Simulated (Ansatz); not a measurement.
# As (Pm-3m) in Ansatz: further runs

Runs on As. Level: PBEsol. Tasks: relaxation of cell and atoms.

Everything below comes from runs of Ansatz 0.2.0. Logs are shortened: lines on timing, memory, paths and dates and some standing lists are left out, and cuts for length are marked.

### Step 1. The structure

The structure is cubic, space group Pm-3m (No. 221). Conventional cell: a = 2.704 Å, b = 2.704 Å, c = 2.704 Å, α = 90.00°, β = 90.00°, γ = 90.00°. Around As (site symmetry m-3m) lie 6 As at 2.70 Å.

This isn't the form of As at room conditions, which is rhombohedral.

### Step 2. Relaxation of cell and atoms, PBEsol

input.yaml reads:

```yaml
crystal:
  lattice:
    - [2.7036817444, 0.0, 0.0]
    - [0.0, 2.7036817444, 0.0]
    - [0.0, 0.0, 2.7036817444]
  atoms:
    - { symbol: As, position: [0.5, 0.5, 0.5] }
hamiltonian:
  xc: pbesol
  pseudopotentials: { kind: paw }
kpoints:
  mp_grid: { grid: [10, 10, 10] }
scf:
  occupations: { method: fermi_dirac, width: 0.05 }
output:
  forces: true
  stress: true
  eigenvalues: true
  write_density: true
  write_potential: true
  elf: true
  volumetric_format: npy
relax:
  f_tol: 0.01
  max_steps: 40
  cell: { stress_tol: 0.05 }
```

Potentials or basis: Ansatz PAW.

Started as:

```bash
$ ansatz run input.yaml --threads 2 --pin off --max-ram 5632MiB --backend cpu --events-out ev --progress --plain --runs-dir out
```

The program printed:

```text
Warning: RAYON_NUM_THREADS=2 ignored (pool sized by the plan → 2); use --threads N
Engine: ansatz 0.2.0, aarch64-unknown-linux-gnu
Pseudopotentials: kind: paw
Pseudopotential: As, paw, valence charge 15, recommended cutoff 420 eV (normal), As.paw.azcp
Functional definition: PBEsol
  exchange = pbesol_x
  correlation = pbesol_c
Crystal: 1 atoms, lattice volume = 19.764 Å³
Basis set: ecut = 420 eV, 389 PW (Γ), exchange–correlation on 40×40×40 points (8 copies of the dense FFT grid, shifted against one another)
Bands: 12, of which v1, the nominal top of the filled ones, is band 8 counted from 1 (7 counted from 0)
Symmetry: 48 space group operations
Space group: Pm-3m (ITA 221), of the structure as read, at distance tolerance 2.7e-5 Å
k-points: 56 of 1000
Non-local potential: As, projectors of the file, l = 0: 2, l = 1: 2, l = 2: 3, l = 3: 1
PAW form: soft (Blöchl's): semilocal exchange-correlation on the pseudo side does not see the compensation charge
PAW frozen core: As, regenerated for the run's functional, and the local potential with it (the file was generated under x = pbe(κ = 0.804, μ = 0.2195149727645171), c = pbe(β = 0.06672455060314922))
PAW one-centre angular grid: As, 590 points (default); XC on 64 Gauss nodes
Initial density: superposition of atomic densities (neutral atoms: chi_scale 0, normalization atom), corrected by the library's trained network
Initial wavefunctions: pseudopotential atomic-orbital guess
Functional: x = pbesol(κ = 0.804, μ = 0.12345679012345678), c = pbesol(β = 0.046)
SCF iter   1: F=—  HF=-4812.958611 eV  |F-HF|=—  |Δ(HF+E_count)|=         —  Δρ=8.48e-4  dr2=4.45e-5  ethr=1.77e-3  ⟨swp⟩=5.5  Hψ=3995  notcnv=0
preconditioner: auto → none  [metal: Δε(μ)=0.044 eV  Ē_g=15.055 eV  σ=0.050 eV  W_gap=0.21  n_scr=6 (ndim 8)  ℏωp=18.7 eV  f_vac=0.001  D(μ)=0.32/eV (n_scr^D=0)  sad-step TF]
SCF iter   2: F=—  HF=-4812.958282 eV  |F-HF|=—  |Δ(HF+E_count)|=   3.29e-4  Δρ=4.39e-4  dr2=1.35e-5  ethr=2.97e-7  ⟨swp⟩=2.1  Hψ=1553  notcnv=0
SCF iter   3: F=—  HF=-4812.958294 eV  |F-HF|=—  |Δ(HF+E_count)|=   1.20e-5  Δρ=1.55e-4  dr2=2.13e-6  ethr=9.00e-8  ⟨swp⟩=2.1  Hψ=1048  notcnv=0
SCF iter   4: F=—  HF=-4812.958298 eV  |F-HF|=—  |Δ(HF+E_count)|=   3.50e-6  Δρ=4.03e-5  dr2=3.53e-7  ethr=1.42e-8  ⟨swp⟩=2.0  Hψ=1071  notcnv=0
SCF iter   5: F=—  HF=-4812.958297 eV  |F-HF|=—  |Δ(HF+E_count)|=   4.02e-7  Δρ=2.02e-5  dr2=9.13e-8  ethr=2.35e-9  ⟨swp⟩=2.0  Hψ=1040  notcnv=0
SCF iter   6: F=-4812.958297 eV  HF=-4812.958297 eV  |F-HF|=2.76e-9  |Δ(HF+E_count)|=   1.17e-7  Δρ=2.18e-6  dr2=1.01e-9  ethr=6.09e-10  ⟨swp⟩=8.3  Hψ=4253  notcnv=0
SCF 1 converged in 6 iterations: F = -4812.958297 eV  dr2 = 1.01e-9
relax step   1: F+E_penalty+E_count = -4812.95829737 eV  Δ(F+E_penalty+E_count) = +0.000e0 eV  max|allowed force component| = 0.000e0 eV/Å  Δτ_max = 0.0000 Å  P = -1.562 GPa  Ω = 19.764 Å³  (6 SCF iters, dr2 threshold 1.00e-7 eV, accepted)
Crystal: 1 atoms, lattice volume = 19.271 Å³
Initial density: handed on by an earlier stage of this run
Initial wavefunctions: those handed on with the density
iter 1 solved again at ethr=1.22e-6 eV; its pass at ethr=3.10e-3 eV (dr2=1.83e-4 eV) is discarded
SCF iter   1: F=—  HF=-4812.959825 eV  |F-HF|=—  |Δ(HF+E_count)|=         —  Δρ=8.94e-4  dr2=1.75e-4  ethr=1.22e-6  ⟨swp⟩=2.1  Hψ=4944  notcnv=0
preconditioner: auto → none  [metal: Δε(μ)=0.115 eV  Ē_g=15.258 eV  σ=0.050 eV  W_gap=0.48  n_scr=6 (ndim 8)  ℏωp=18.9 eV  f_vac=0.000  D(μ)=0.32/eV (n_scr^D=0)]
SCF iter   2: F=—  HF=-4812.959815 eV  |F-HF|=—  |Δ(HF+E_count)|=   1.03e-5  Δρ=4.27e-4  dr2=3.46e-5  ethr=1.17e-6  ⟨swp⟩=1.4  Hψ=741  notcnv=0
SCF iter   3: F=—  HF=-4812.959817 eV  |F-HF|=—  |Δ(HF+E_count)|=   1.79e-6  Δρ=5.93e-5  dr2=5.31e-7  ethr=2.31e-7  ⟨swp⟩=1.9  Hψ=969  notcnv=0
SCF iter   4: F=-4812.959816 eV  HF=-4812.959816 eV  |F-HF|=7.66e-9  |Δ(HF+E_count)|=   6.71e-7  Δρ=1.80e-5  dr2=2.69e-8  ethr=6.67e-10  ⟨swp⟩=8.0  Hψ=4874  notcnv=0
SCF 2 converged in 4 iterations: F = -4812.959816 eV  dr2 = 2.69e-8
  Residual-converged pass: ⟨swp⟩=1.1  Hψ=901  notcnv=0  max |occ|·‖R‖ = 6.9e-9 eV (tolerance 1.0e-8 eV)  dr2=2.69e-8  dr2_onsite=2.21e-9  max |Δocc| = 8.3e-11
relax step   2: F+E_penalty+E_count = -4812.95981603 eV  Δ(F+E_penalty+E_count) = -1.519e-3 eV  max|allowed force component| = 0.000e0 eV/Å  Δτ_max = 0.0000 Å  P = +0.680 GPa  Ω = 19.271 Å³  energy of the carried Pulay correction = +8.513e-5 eV  (4 SCF iters, dr2 threshold 1.00e-7 eV, accepted)
Crystal: 1 atoms, lattice volume = 19.418 Å³
iter 1 solved again at ethr=1.16e-7 eV; its pass at ethr=3.10e-3 eV (dr2=1.73e-5 eV) is discarded
SCF iter   1: F=—  HF=-4812.960093 eV  |F-HF|=—  |Δ(HF+E_count)|=         —  Δρ=2.69e-4  dr2=1.64e-5  ethr=1.16e-7  ⟨swp⟩=2.1  Hψ=4874  notcnv=0
preconditioner: auto → none  [metal: Δε(μ)=0.100 eV  Ē_g=15.195 eV  σ=0.050 eV  W_gap=0.42  n_scr=6 (ndim 8)  ℏωp=18.8 eV  f_vac=0.000  D(μ)=0.32/eV (n_scr^D=0)]
SCF iter   2: F=—  HF=-4812.960090 eV  |F-HF|=—  |Δ(HF+E_count)|=   2.46e-6  Δρ=1.27e-4  dr2=3.17e-6  ethr=1.09e-7  ⟨swp⟩=1.6  Hψ=775  notcnv=0
SCF iter   3: F=—  HF=-4812.960090 eV  |F-HF|=—  |Δ(HF+E_count)|=   2.77e-7  Δρ=1.76e-5  dr2=5.02e-8  ethr=6.67e-10  ⟨swp⟩=5.2  Hψ=3547  notcnv=0
SCF iter   4: F=-4812.960090 eV  HF=-4812.960090 eV  |F-HF|=7.08e-10  |Δ(HF+E_count)|=   6.16e-8  Δρ=5.33e-6  dr2=2.46e-9  ethr=3.34e-10  ⟨swp⟩=7.3  Hψ=3545  notcnv=0
SCF 3 converged in 4 iterations: F = -4812.960090 eV  dr2 = 2.46e-9
relax step   3: F+E_penalty+E_count = -4812.96009026 eV  Δ(F+E_penalty+E_count) = -2.742e-4 eV  max|allowed force component| = 0.000e0 eV/Å  Δτ_max = 0.0000 Å  P = -0.020 GPa  Ω = 19.418 Å³  energy of the carried Pulay correction = +5.953e-5 eV  (4 SCF iters, dr2 threshold 1.00e-7 eV, accepted)
Basis set: ecut = 420 eV, 389 PW (Γ), exchange–correlation on 36×36×36 points (8 copies of the dense FFT grid, shifted against one another)
Initial wavefunctions: pseudopotential atomic-orbital guess (no wavefunctions were taken with the density)
iter 1 solved again at ethr=2.49e-8 eV; its pass at ethr=3.10e-3 eV (dr2=3.74e-6 eV) is discarded
SCF iter   1: F=—  HF=-4812.960020 eV  |F-HF|=—  |Δ(HF+E_count)|=         —  Δρ=1.27e-5  dr2=7.31e-9  ethr=2.49e-8  ⟨swp⟩=2.8  Hψ=5733  notcnv=0
preconditioner: auto → none  [metal: Δε(μ)=0.100 eV  Ē_g=15.196 eV  σ=0.050 eV  W_gap=0.42  n_scr=6 (ndim 8)  ℏωp=18.8 eV  f_vac=0.000  D(μ)=0.32/eV (n_scr^D=0)]
SCF iter   2: F=—  HF=-4812.960032 eV  |F-HF|=—  |Δ(HF+E_count)|=   1.19e-5  Δρ=8.06e-6  dr2=4.20e-9  ethr=4.87e-11  ⟨swp⟩=2.0  Hψ=1093  notcnv=0
SCF iter   3: F=—  HF=-4812.960032 eV  |F-HF|=—  |Δ(HF+E_count)|=   2.65e-9  Δρ=2.65e-6  dr2=3.56e-10  ethr=2.80e-11  ⟨swp⟩=1.6  Hψ=758  notcnv=0
SCF iter   4: F=-4812.960032 eV  HF=-4812.960032 eV  |F-HF|=1.82e-12  |Δ(HF+E_count)|=  3.84e-10  Δρ=2.62e-7  dr2=5.66e-12  ethr=1.00e-12  ⟨swp⟩=3.4  Hψ=2923  notcnv=0
SCF 4 converged in 4 iterations: F = -4812.960032 eV  dr2 = 5.66e-12
relax step   4: F+E_penalty+E_count = -4812.96003183 eV  Δ(F+E_penalty+E_count) = +5.843e-5 eV  max|allowed force component| = 0.000e0 eV/Å  Δτ_max = 0.0000 Å  P = -0.020 GPa  Ω = 19.418 Å³  stress off target by 2.04e-2 GPa  SCF on the basis re-selected at this cell (its energy is not comparable with the rows above)  (4 SCF iters)
basis re-selected at this cell: Δ(F+E_penalty+E_count) = +5.843e-5 eV, ΔP = -0.000 GPa vs the last step (what re-selecting the basis moved, of the pressure what is left beyond the Pulay correction that the steps carried, after the strain that the cell walked since its last selection, with what the two solves' SCF thresholds leave and, on support functions, any second-order correction that the steps lacked; it is no measure of the basis error at this ecutwfc). The dense FFT grid was sized anew with the basis: this SCF ran on 18×18×18 points, the steps before it on 20×20×20, so part of this shift can come from that change (see relax.cell in the input reference). This SCF's stress stands 2.04e-2 GPa from its target on what of the cell is left free (relax.cell.stress_tol is 5.00e-2 GPa) and its largest allowed force component is 0.00e0 eV/Å (relax.f_tol is 1.00e-2 eV/Å): within both
SCF converged after 4 iterations
Free energy (F): -4812.960032 eV
Harris-Foulkes:  -4812.960032 eV  (|F-HF|=1.82e-12)
Internal energy: -4812.957433 eV  (E = F + TS)
E sigma→0 (E₀):  -4812.958732 eV
Entropy (-TS):   -0.002599 eV (-2.599 meV/atom)
Fermi energy:    11.821851 eV
--- Per-component energies (eV) ---
  E_band       = -212.743567
  E_kinetic    = 103.036570
  E_local      = -1534.530810  (includes V_loc(G=0)·N_el)
  E_nonlocal   = -668.230295
  E_hartree    = 867.516245
  E_xc         = -78.989661
  E_vxc        = -79.613941  (∫ρ·V_xc dr)
  E_paw        = -1792.676388  (= ΣΔE_a)
  E_vpaw       = 231.562455  (= ΣTr[D̂ρ^β])
  E_aug_tail   = 0.000007  (compensation charges beyond the density's cutoff)
  E_ewald      = -1710.049530
  E_core_change = 0.966429  (= ΣΔE_core)
  E_smearing   = -0.002599  (= −TS)
  E_closure    = 0.000000  (closes the sum)
  Σ components = -4812.960032   (vs F -4812.960032, Δ=0.00e0)
--- Forces (eV/Å), atoms counted from 1 ---
  atom   1  As     0.00000000     0.00000000    -0.00000000
  max |Σ_I F_I| component: 4.11e-32 eV/Å
--- Stress (GPa, compression-positive) ---
       -0.020434      -0.000000      -0.000000
       -0.000000      -0.020434       0.000000
       -0.000000       0.000000      -0.020434
  P = ⅓ Tr σ = -0.0204 GPa (-0.204 kbar)
--- Band table (eV; the first three rows and the last of 56) ---
  k-point 0: bands = ["-24.1598", "-24.1598", "-24.0495", "-24.0495", "-24.0495", "-3.2820", "16.0821", "16.0821", "16.0821", "20.4889", "20.4889", "22.4276"]
  k-point 1: bands = ["-24.1593", "-24.1505", "-24.0522", "-24.0522", "-24.0493", "-3.0944", "13.9878", "16.2479", "16.2479", "20.6602", "21.7042", "23.8220"]
  k-point 2: bands = ["-24.1582", "-24.1262", "-24.0593", "-24.0593", "-24.0487", "-2.5410", "10.8646", "16.7219", "16.7219", "21.1633", "22.4938", "27.5577"]
  k-point 55: bands = ["-24.1094", "-24.1094", "-24.1094", "-24.0048", "-24.0048", "7.0561", "10.0250", "10.0250", "10.0250", "17.7705", "17.7705", "17.7705"]
--- Relaxed structure (3 steps of the walk, 3 accepted, 1 SCFs on fresh bases) ---
  F+E_penalty+E_count = -4812.96003183 eV   max|allowed force component| = 0.000e0 eV/Å   (the final SCF, on the basis selected at the relaxed cell)
  cell:  # Å, volume = 19.4179 Å³
    - [2.687822003597724, 8.024708101613482e-34, -2.5679065925163143e-34]
    - [-2.246918268451775e-34, 2.687822003597724, 0.0]
    - [-2.5679065925163143e-34, 0.0, 2.687822003597724]
  atoms:
    - { symbol: As, position: [0.5, 0.5, 0.5] }
```

Run time: 2.8 s. Hardware: 2 threads of Arm Neoverse V1, shared host; peak memory 0.27 GiB.

Results:

- Free energy: -4812.9600 eV
- Relaxed volume: 19.42 Å³/atom
- Relaxed cell: a = 2.688 Å, b = 2.688 Å, c = 2.688 Å, α = 90.00°, β = 90.00°, γ = 90.00°
- Space group after relaxing (to 0.05 Å): Pm-3m (No. 221)
- Energy gained by relaxing: 1.7 meV/atom
- Ionic steps: 4
- Pressure after relaxing: 0.0 GPa
- Band gap on the k mesh: none (metal or under the smearing width)

The path:
```
step  energy change (eV)  largest force (eV/Å)  volume (Å³)
   1              0.0000                0.0000        19.76
   2             -0.0015                0.0000        19.27
   3             -0.0018                0.0000        19.42
   4             -0.0017                0.0000        19.42
```

Final structure:
```xyz
1
Lattice="2.6878 0.0000 0.0000 0.0000 2.6878 0.0000 0.0000 0.0000 2.6878" Properties=species:S:1:pos:R:3 pbc="T T T"
As    1.3439    1.3439    1.3439
```

Caveat: the plane-wave basis is chosen anew once the cell has moved, so the energies of steps on either side of that aren't comparable; the PAW data sets come from PBE, with cores solved anew for the run's functional, which leaves a small shift of forces and pressure.

### Step 3. Relaxation of cell and atoms, PBEsol, target pressure 2 GPa, at which the enthalpy is minimised

input.yaml, as its differences from that of step 2:

```diff
@@ -25,2 +25,2 @@
   max_steps: 40
-  cell: { stress_tol: 0.05 }
+  cell: { stress_tol: 0.05, p_target: 2.0 }
```

Potentials or basis: Ansatz PAW.

Started as:

```bash
$ ansatz run input.yaml --threads 2 --pin off --max-ram 5632MiB --backend cpu --events-out ev --progress --plain --runs-dir out
```

It took 3.1 s on 2 threads of Arm Neoverse V1, shared host; peak memory 0.27 GiB.

The run converged. Its results:

```yaml
Free_energy: -4812.9576 eV
Relaxed_volume: 19.01 Å³/atom
Relaxed_cell: a = 2.669 Å, b = 2.669 Å, c = 2.669 Å, α = 90.00°, β = 90.00°, γ = 90.00°
Space_group_after_relaxing_to_0.05_Å: Pm-3m (No. 221)
Energy_change_on_relaxing_the_enthalpy_is_what_falls: +0.7 meV/atom
Ionic_steps: 5
Pressure_after_relaxing: 2.0 GPa
Band_gap_on_the_k_mesh: none (metal or under the smearing width)
```

Step by step:
| step | energy change (eV) | largest force (eV/Å) | volume (Å³) |
| --- | --- | --- | --- |
| 1 | 0.0000 | 0.0000 | 19.76 |
| 2 | 0.0072 | 0.0000 | 18.65 |
| 3 | 0.0003 | 0.0000 | 19.03 |
| 4 | 0.0006 | 0.0000 | 19.01 |
| 5 | 0.0007 | 0.0000 | 19.01 |

Final structure:
```
CELL_PARAMETERS angstrom
2.66889 0.00000 0.00000
0.00000 2.66889 0.00000
0.00000 0.00000 2.66889
ATOMIC_POSITIONS crystal
As 0.50000 0.50000 0.50000
```

Levels at points of the mesh, in eV from the Fermi level:
| k point | band 4 | band 5 | band 6 | band 7 | band 8 | band 9 | band 10 | band 11 |
| --- | --- | --- | --- | --- | --- | --- | --- | --- |
| (0.00, 0.00, 0.00) | -35.89 | -35.89 | -15.31 | 4.34 | 4.34 | 4.34 | 8.68 | 8.68 |
| (0.00, 0.00, -0.50) | -35.91 | -35.89 | -11.97 | -7.23 | 6.78 | 6.78 | 11.60 | 14.27 |
| (0.00, -0.50, -0.50) | -35.92 | -35.85 | -8.49 | -4.42 | -4.42 | 2.30 | 9.09 | 17.41 |
| (-0.50, -0.50, -0.50) | -35.85 | -35.85 | -4.61 | -1.85 | -1.85 | -1.85 | 5.91 | 5.91 |

Caveat: the plane-wave basis is chosen anew once the cell has moved, so the energies of steps on either side of that aren't comparable; the PAW data sets come from PBE, with cores solved anew for the run's functional, which leaves a small shift of forces and pressure.
